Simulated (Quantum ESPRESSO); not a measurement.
# Al2Au (Fm-3m) in Quantum ESPRESSO: further runs

One crystal, Al2Au, is run at these levels: PBEsol, LDA; tasks: band structure, single point, equation of state.

Everything below comes from runs of Quantum ESPRESSO 7.5. Logs are shortened: lines on timing, memory, paths and dates and some standing lists are left out, and cuts for length are marked.

**1. The structure**

The structure is cubic, space group Fm-3m (No. 225). The conventional cell has a = 6.000 Å, b = 6.000 Å, c = 6.000 Å, α = 90.00°, β = 90.00°, γ = 90.00°. Au (site symmetry m-3m) has 8 Al at 2.60 Å as nearest neighbours. Al (site symmetry -43m) has 4 Au at 2.60 Å as nearest neighbours.

**2. Band structure, PBEsol**

File pw.in:

```
&CONTROL
  calculation = 'scf'
  prefix = 'pwscf'
  outdir = './tmp'
  pseudo_dir = './pseudo'
  tprnfor = .true.
  tstress = .true.
  disk_io = 'low'
/
&SYSTEM
  ibrav = 0
  nat = 3
  ntyp = 2
  ecutwfc = 45
  ecutrho = 360
  nbnd = 15
  occupations = 'smearing'
  smearing = 'fd'
  degauss = 0.00367493
/
&ELECTRONS
  conv_thr = 6d-10
  electron_maxstep = 120
  mixing_beta = 0.5
/
ATOMIC_SPECIES
Au   196.9666 au_pbesol_v1.uspp.F.UPF
Al    26.9815 al_pbesol_v1.uspp.F.UPF
CELL_PARAMETERS angstrom
   0.0000000000    3.0000000000    3.0000000000
   3.0000000000    0.0000000000    3.0000000000
   3.0000000000    3.0000000000    0.0000000000
ATOMIC_POSITIONS crystal
Au     0.0000000000    0.0000000000    0.0000000000
Al     0.7500000000    0.7500000000    0.7500000000
Al     0.2500000000    0.2500000000    0.2500000000
K_POINTS automatic
8 8 8 0 0 0
```

File bands.in:

```
&CONTROL
  calculation = 'bands'
  prefix = 'pwscf'
  outdir = './tmp'
  pseudo_dir = './pseudo'
  disk_io = 'low'
  verbosity = 'high'
/
&SYSTEM
  ibrav = 0
  nat = 3
  ntyp = 2
  ecutwfc = 45
  ecutrho = 360
  nbnd = 15
  occupations = 'smearing'
  smearing = 'fd'
  degauss = 0.00367493
/
&ELECTRONS
  conv_thr = 1d-08
  electron_maxstep = 120
  mixing_beta = 0.5
  diago_full_acc = .true.
  startingwfc = 'random'
/
ATOMIC_SPECIES
Au   196.9666 au_pbesol_v1.uspp.F.UPF
Al    26.9815 al_pbesol_v1.uspp.F.UPF
CELL_PARAMETERS angstrom
   0.0000000000    3.0000000000    3.0000000000
   3.0000000000    0.0000000000    3.0000000000
   3.0000000000    3.0000000000    0.0000000000
ATOMIC_POSITIONS crystal
Au     0.0000000000    0.0000000000    0.0000000000
Al     0.7500000000    0.7500000000    0.7500000000
Al     0.2500000000    0.2500000000    0.2500000000
K_POINTS crystal
60
 0.0000000000  0.0000000000  0.0000000000 1
 0.0625000000  0.0000000000  0.0625000000 1
 0.1250000000  0.0000000000  0.1250000000 1
 0.1875000000  0.0000000000  0.1875000000 1
 0.2500000000  0.0000000000  0.2500000000 1
 0.3125000000  0.0000000000  0.3125000000 1
 0.3750000000  0.0000000000  0.3750000000 1
 0.4375000000  0.0000000000  0.4375000000 1
 0.5000000000  0.0000000000  0.5000000000 1
 0.5000000000  0.0625000000  0.5625000000 1
 0.5000000000  0.1250000000  0.6250000000 1
 0.5000000000  0.1875000000  0.6875000000 1
 0.5000000000  0.2500000000  0.7500000000 1
 0.4375000000  0.3125000000  0.7500000000 1
 0.3750000000  0.3750000000  0.7500000000 1
 0.3375000000  0.3375000000  0.6750000000 1
 0.3000000000  0.3000000000  0.6000000000 1
 0.2625000000  0.2625000000  0.5250000000 1
 0.2250000000  0.2250000000  0.4500000000 1
 0.1875000000  0.1875000000  0.3750000000 1
 0.1500000000  0.1500000000  0.3000000000 1
 0.1125000000  0.1125000000  0.2250000000 1
 0.0750000000  0.0750000000  0.1500000000 1
 0.0375000000  0.0375000000  0.0750000000 1
 0.0000000000  0.0000000000  0.0000000000 1
 0.0625000000  0.0625000000  0.0625000000 1
 0.1250000000  0.1250000000  0.1250000000 1
 0.1875000000  0.1875000000  0.1875000000 1
 0.2500000000  0.2500000000  0.2500000000 1
 0.3125000000  0.3125000000  0.3125000000 1
 0.3750000000  0.3750000000  0.3750000000 1
 0.4375000000  0.4375000000  0.4375000000 1
 0.5000000000  0.5000000000  0.5000000000 1
 0.5250000000  0.4500000000  0.5250000000 1
 0.5500000000  0.4000000000  0.5500000000 1
 0.5750000000  0.3500000000  0.5750000000 1
 0.6000000000  0.3000000000  0.6000000000 1
 0.6250000000  0.2500000000  0.6250000000 1
 0.5833333333  0.2500000000  0.6666666667 1
 0.5416666667  0.2500000000  0.7083333333 1
 0.5000000000  0.2500000000  0.7500000000 1
 0.5000000000  0.2857142857  0.7142857143 1
 0.5000000000  0.3214285714  0.6785714286 1
 0.5000000000  0.3571428571  0.6428571429 1
 0.5000000000  0.3928571429  0.6071428571 1
 0.5000000000  0.4285714286  0.5714285714 1
 0.5000000000  0.4642857143  0.5357142857 1
 0.5000000000  0.5000000000  0.5000000000 1
 0.4821428571  0.4821428571  0.5357142857 1
 0.4642857143  0.4642857143  0.5714285714 1
 0.4464285714  0.4464285714  0.6071428571 1
 0.4285714286  0.4285714286  0.6428571429 1
 0.4107142857  0.4107142857  0.6785714286 1
 0.3928571429  0.3928571429  0.7142857143 1
 0.3750000000  0.3750000000  0.7500000000 1
 0.6250000000  0.2500000000  0.6250000000 1
 0.5937500000  0.1875000000  0.5937500000 1
 0.5625000000  0.1250000000  0.5625000000 1
 0.5312500000  0.0625000000  0.5312500000 1
 0.5000000000  0.0000000000  0.5000000000 1
```

Potentials or basis: GBRV 1.5 PBEsol.

Started as:

```console
$ OMP_NUM_THREADS=1 mpirun -n 2 pw.x -nk 2 -in pw.in > pw.out
$ OMP_NUM_THREADS=1 mpirun -n 2 pw.x -nk 2 -in bands.in > bands.out
```

pw.out:

```text
This program is part of the open-source Quantum ESPRESSO suite
     for quantum simulation of materials; please cite
[... 13 lines left out ...]
     --------------------
     sticks:   dense  smooth     PW     G-vecs:    dense   smooth      PW
     Sum        1597     805    253                42087    14841    2565

     Using Slab Decomposition

     bravais-lattice index     =            0
     lattice parameter (alat)  =       8.0174  a.u.
     unit-cell volume          =     364.4101 (a.u.)^3
     number of atoms/cell      =            3
     number of atomic types    =            2
     number of electrons       =        17.00
     number of Kohn-Sham states=           15
     kinetic-energy cutoff     =      45.0000  Ry
     charge density cutoff     =     360.0000  Ry
     scf convergence threshold =      6.0E-10
     mixing beta               =       0.5000
     number of iterations used =            8  plain     mixing
     Exchange-correlation= SLA  PW   PSX  PSC
                           (   1   4  10   8   0   0   0)

     celldm(1)=   8.017429  celldm(2)=   0.000000  celldm(3)=   0.000000
     celldm(4)=   0.000000  celldm(5)=   0.000000  celldm(6)=   0.000000

     crystal axes: (cart. coord. in units of alat)
               a(1) = (   0.000000   0.707107   0.707107 )
               a(2) = (   0.707107   0.000000   0.707107 )
               a(3) = (   0.707107   0.707107   0.000000 )

     reciprocal axes: (cart. coord. in units 2 pi/alat)
               b(1) = ( -0.707107  0.707107  0.707107 )
               b(2) = (  0.707107 -0.707107  0.707107 )
               b(3) = (  0.707107  0.707107 -0.707107 )

     PseudoPot. # 1 for Au read from file:
     au_pbesol_v1.uspp.F.UPF
     Pseudo is Ultrasoft + core correction, Zval = 11.0
     Generated by new atomic code, or converted to UPF format
     Using radial grid of  985 points,  7 beta functions with:
                l(1) =   0
                l(2) =   0
                l(3) =   1
                l(4) =   1
                l(5) =   2
                l(6) =   2
                l(7) =   3
     Q(r) pseudized with  6 coefficients,  rinner =    1.900   1.900   1.900
                                                       1.900   1.900   1.900
                                                       1.900

     PseudoPot. # 2 for Al read from file:
     al_pbesol_v1.uspp.F.UPF
     Pseudo is Ultrasoft + core correction, Zval =  3.0
     Generated by new atomic code, or converted to UPF format
     Using radial grid of  893 points,  3 beta functions with:
                l(1) =   0
                l(2) =   1
                l(3) =   2
     Q(r) pseudized with  8 coefficients,  rinner =    0.900   0.900   0.900
                                                       0.900   0.900

     atomic species   valence    mass     pseudopotential
     Au               11.00   196.96660     Au( 1.00)
     Al                3.00    26.98150     Al( 1.00)

     48 Sym. Ops., with inversion, found

   Cartesian axes

     site n.     atom                  positions (alat units)
         1        Au     tau(   1) = (   0.0000000   0.0000000   0.0000000  )
         2        Al     tau(   2) = (   1.0606602   1.0606602   1.0606602  )
         3        Al     tau(   3) = (   0.3535534   0.3535534   0.3535534  )

     number of k points=    29  Fermi-Dirac smearing, width (Ry)=  0.0037
                       cart. coord. in units 2pi/alat
        k(    1) = (   0.0000000   0.0000000   0.0000000), wk =   0.0039062
        k(    2) = (   0.0883883   0.0883883  -0.0883883), wk =   0.0312500
        k(    3) = (   0.1767767   0.1767767  -0.1767767), wk =   0.0312500
        k(    4) = (   0.2651650   0.2651650  -0.2651650), wk =   0.0312500
        k(    5) = (  -0.3535534  -0.3535534   0.3535534), wk =   0.0156250
        k(    6) = (   0.1767767   0.0000000   0.0000000), wk =   0.0234375
[... 21 lines left out ...]
        k(   28) = (  -0.7071068   0.1767767  -0.0000000), wk =   0.0468750
        k(   29) = (  -0.7071068   0.3535534   0.0000000), wk =   0.0234375

     Dense  grid:    42087 G-vectors     FFT dimensions: (  50,  50,  50)

     Smooth grid:    14841 G-vectors     FFT dimensions: (  36,  36,  36)

     Initial potential from superposition of free atoms

     starting charge      16.9952, renormalised to      17.0000
     Starting wfcs are   17 randomized atomic wfcs

     Self-consistent Calculation

     iteration #  1     ecut=    45.00 Ry     beta= 0.50
     Davidson diagonalization with overlap
     ethr =  1.00E-02,  avg # of iterations =  4.1

     total energy              =    -128.00178651 Ry
     estimated scf accuracy    <       0.42834868 Ry

     iteration #  2     ecut=    45.00 Ry     beta= 0.50
     Davidson diagonalization with overlap
     ethr =  2.52E-03,  avg # of iterations =  2.0
[... 71 lines left out ...]
     total energy              =    -128.17756334 Ry
     estimated scf accuracy    <          6.2E-10 Ry

     iteration # 13     ecut=    45.00 Ry     beta= 0.50
     Davidson diagonalization with overlap
     ethr =  3.66E-12,  avg # of iterations =  2.0

     End of self-consistent calculation

          k = 0.0000 0.0000 0.0000 (  1837 PWs)   bands (ev):

    -1.0322   2.9197   2.9197   2.9197   3.8822   3.8822  11.7466  12.4963
    12.4963  12.4963  13.4372  13.4372  13.4372  15.2466  15.2467

          k = 0.0884 0.0884-0.0884 (  1868 PWs)   bands (ev):

    -0.8278   2.8549   2.9703   2.9703   3.8721   3.8721  10.0931  11.7992
    11.7992  11.9979  14.1451  14.1451  14.7417  14.8695  14.8695

          k = 0.1768 0.1768-0.1768 (  1880 PWs)   bands (ev):
[... 6 lines left out ...]
     0.5640   2.7406   3.1482   3.1482   3.9476   3.9476   5.3197  10.1750
    10.1750  12.5876  13.4188  13.4703  13.4703  17.3922  17.5526

          k =-0.3536-0.3536 0.3536 (  1850 PWs)   bands (ev):

     1.0205   3.0581   3.1640   3.1640   3.9996   3.9996   4.0739   9.8989
     9.8989  12.7705  13.1077  13.3414  13.3414  18.3745  18.3745

          k = 0.1768 0.0000 0.0000 (  1856 PWs)   bands (ev):

    -0.7581   2.8086   3.0037   3.0037   3.8050   3.9242  10.8351  10.8351
    11.1065  11.4066  13.7105  14.2925  15.3667  15.3667  15.5686

          k = 0.2652 0.0884-0.0884 (  1866 PWs)   bands (ev):

    -0.2932   2.6847   3.1091   3.1119   3.7510   3.9617   8.3682  10.0036
    10.4340  11.9597  13.4514  14.4703  15.1342  15.3149  16.7364

          k = 0.3536 0.1768-0.1768 (  1872 PWs)   bands (ev):
[... 11 lines left out ...]
     0.9804   2.7143   3.2114   3.2378   3.8997   4.0082   4.8778   8.5918
     9.9128  12.2994  13.6804  13.7082  15.1407  17.1355  17.1642

          k =-0.0884-0.2652 0.2652 (  1867 PWs)   bands (ev):

     0.1926   2.6421   3.1453   3.1717   3.7949   3.9828   6.8032   8.8097
    10.8812  12.8426  13.3671  13.6464  15.4199  15.5302  15.8259

          k = 0.0000-0.1768 0.1768 (  1867 PWs)   bands (ev):

    -0.4934   2.7546   3.0457   3.0560   3.8068   3.9212   9.0846   9.5163
    11.9737  12.7227  13.5937  13.7371  14.5274  14.6860  15.8488

          k = 0.3536 0.0000 0.0000 (  1876 PWs)   bands (ev):

     0.0502   2.5548   3.2426   3.2426   3.6121   4.0276   8.5551   9.1294
     9.1294  11.0314  12.3682  16.0995  16.4325  16.4325  17.9685

          k = 0.4419 0.0884-0.0884 (  1865 PWs)   bands (ev):

     0.7384   2.4437   3.2873   3.3765   3.6747   4.0739   6.6745   8.3032
     8.5664  11.3345  12.6205  15.8870  16.3666  16.7227  18.7211

          k =-0.1768-0.5303 0.5303 (  1857 PWs)   bands (ev):

     1.5231   2.4901   3.1883   3.4416   4.0211   4.0427   4.9642   7.3894
     8.5027  11.4820  14.1034  15.1391  15.8305  17.1109  18.9671

          k =-0.0884-0.4419 0.4419 (  1848 PWs)   bands (ev):

     1.6280   2.6267   3.2621   3.4411   3.8147   3.8895   5.0385   6.7544
     9.0061  11.7084  14.6215  15.2298  15.8310  17.4622  17.5417

          k = 0.0000-0.3536 0.3536 (  1863 PWs)   bands (ev):

     0.9391   2.5572   3.2015   3.3424   3.7695   4.0010   6.2321   6.8985
     9.9257  12.1629  14.2069  14.6803  15.4714  16.1148  17.6331

          k = 0.5303-0.0000 0.0000 (  1852 PWs)   bands (ev):

     1.3225   2.3189   3.4097   3.5606   3.5606   4.1345   6.0278   7.8942
     7.8942  10.8414  11.7563  17.3208  17.8126  17.8126  18.3144

          k =-0.0884-0.6187 0.6187 (  1845 PWs)   bands (ev):

     2.0729   2.3030   3.1571   3.6527   3.9577   4.1175   4.8956   7.0365
     7.7258  11.1167  12.2503  16.4658  17.8485  18.9893  19.2259

          k = 0.0000-0.5303 0.5303 (  1850 PWs)   bands (ev):

     2.1357   2.7361   2.9348   3.6230   3.9466   3.9748   4.9109   6.1227
     8.1592  11.3514  13.8943  15.5732  17.2019  17.6997  18.5032

          k =-0.7071 0.0000 0.0000 (  1868 PWs)   bands (ev):

     2.2257   2.4255   3.2993   3.7327   3.7327   4.1799   4.5100   7.4103
     7.4103  10.7870  11.5879  17.2309  19.2823  19.2823  19.8288

          k = 0.3536 0.1768 0.0000 (  1866 PWs)   bands (ev):

     0.2826   2.5632   3.1920   3.2529   3.7132   4.0201   7.3671   8.1635
     9.9217  12.2981  13.2033  14.3616  15.3172  16.7531  16.9252

          k =-0.2652-0.4419 0.6187 (  1857 PWs)   bands (ev):

     1.0930   2.5280   3.2056   3.3706   3.8478   4.0143   5.5975   7.5530
     9.0939  12.4941  13.5036  14.5770  15.8256  16.5498  18.0355

          k =-0.1768-0.3536 0.5303 (  1848 PWs)   bands (ev):
[... 6 lines left out ...]
     1.4881   2.3666   3.1969   3.5596   3.8440   4.0575   5.7197   7.1265
     8.0269  11.8700  12.6891  15.1944  17.5938  17.9536  18.2690

          k =-0.0884-0.4419 0.6187 (  1852 PWs)   bands (ev):

     2.1036   2.5020   3.1011   3.6255   3.7395   4.1580   5.0252   6.3213
     7.8049  12.2677  14.0693  14.5198  16.5508  17.8109  18.8974

          k = 0.0000-0.3536 0.5303 (  1848 PWs)   bands (ev):

     1.8517   2.5143   3.2219   3.5666   3.6833   3.9848   5.6791   5.9196
     8.2846  12.6472  13.8291  14.9849  16.1540  16.9819  18.9397

          k =-0.7071 0.1768-0.0000 (  1842 PWs)   bands (ev):

     2.2870   2.6419   2.8651   3.7329   3.9461   4.3591   4.4156   6.7002
     7.3579  11.7390  12.5194  15.8333  17.6673  18.9238  19.8036

          k =-0.7071 0.3536 0.0000 (  1856 PWs)   bands (ev):

     2.4882   2.4882   3.1919   3.2787   3.7331   4.3224   5.4991   5.4991
     7.3195  13.6584  13.6584  14.7488  14.7999  18.7280  20.6696

     the Fermi energy is     9.5367 ev

!    total energy              =    -128.17756334 Ry
     estimated scf accuracy    <          3.7E-11 Ry
     smearing contrib. (-TS)   =      -0.00062749 Ry
     internal energy E=F+TS    =    -128.17693584 Ry

     The total energy is F=E-TS. E is the sum of the following terms:
     one-electron contribution =      -9.12361490 Ry
     hartree contribution      =      18.65258208 Ry
     xc contribution           =     -70.43278883 Ry
     ewald contribution        =     -67.27311419 Ry

     convergence has been achieved in  13 iterations

     Forces acting on atoms (cartesian axes, Ry/au):

     atom    1 type  1   force =    -0.00000000    0.00000000   -0.00000000
     atom    2 type  2   force =    -0.00000000    0.00000000    0.00000000
     atom    3 type  2   force =     0.00000000   -0.00000000   -0.00000000

     Total force =     0.000000     Total SCF correction =     0.000000

     Computing stress (Cartesian axis) and pressure

          total   stress  (Ry/bohr**3)                   (kbar)     P=       -1.45
  -0.00000985  -0.00000000  -0.00000000           -1.45       -0.00       -0.00
  -0.00000000  -0.00000985  -0.00000000           -0.00       -1.45       -0.00
  -0.00000000  -0.00000000  -0.00000985           -0.00       -0.00       -1.45

=------------------------------------------------------------------------------=
   JOB DONE.
=------------------------------------------------------------------------------=
```

It took 26 s on 2 MPI ranks of Intel Xeon 6975P-C (Granite Rapids), shared host; peak memory 0.4 GiB.

Results:

```
Free energy            : -1743.9446 eV
Pressure               : -0.1 GPa
Band gap on the k mesh : none (metal or under the smearing width)
```

Levels at the corners of the path, in eV from the Fermi level:
| point | band 5 | band 6 | band 7 | band 8 | band 9 | band 10 | band 11 | band 12 | band 13 | band 14 |
| --- | --- | --- | --- | --- | --- | --- | --- | --- | --- | --- |
| Γ | -5.65 | -5.65 | 2.21 | 2.96 | 2.96 | 2.96 | 3.90 | 3.90 | 3.90 | 5.71 |
| X | -5.80 | -5.36 | -5.03 | -2.13 | -2.13 | 1.25 | 2.05 | 7.69 | 9.75 | 9.75 |
| W | -5.80 | -5.21 | -4.04 | -4.04 | -2.22 | 4.12 | 4.12 | 5.21 | 5.26 | 9.19 |
| K | -5.59 | -5.56 | -4.63 | -3.41 | -1.38 | 1.81 | 4.36 | 6.04 | 7.67 | 8.16 |
| Γ | -5.65 | -5.65 | 2.21 | 2.96 | 2.96 | 2.96 | 3.90 | 3.90 | 3.90 | 5.71 |
| L | -5.54 | -5.54 | -5.46 | 0.36 | 0.36 | 3.23 | 3.57 | 3.80 | 3.80 | 8.84 |
| U | -5.59 | -5.56 | -4.63 | -3.41 | -1.38 | 1.81 | 4.36 | 6.04 | 7.67 | 8.16 |
| W | -5.80 | -5.21 | -4.04 | -4.04 | -2.22 | 4.12 | 4.12 | 5.21 | 5.26 | 9.19 |
| L | -5.54 | -5.54 | -5.46 | 0.36 | 0.36 | 3.23 | 3.57 | 3.80 | 3.80 | 8.84 |
| K | -5.59 | -5.56 | -4.63 | -3.41 | -1.38 | 1.81 | 4.36 | 6.04 | 7.67 | 8.16 |
| U | -5.59 | -5.56 | -4.63 | -3.41 | -1.38 | 1.81 | 4.36 | 6.04 | 7.67 | 8.16 |
| X | -5.80 | -5.36 | -5.03 | -2.13 | -2.13 | 1.25 | 2.05 | 7.69 | 9.75 | 9.75 |

Caveat: spin-orbit coupling is left out, which moves the levels of the heavy elements.

(Part 1 of 2 ends here.)
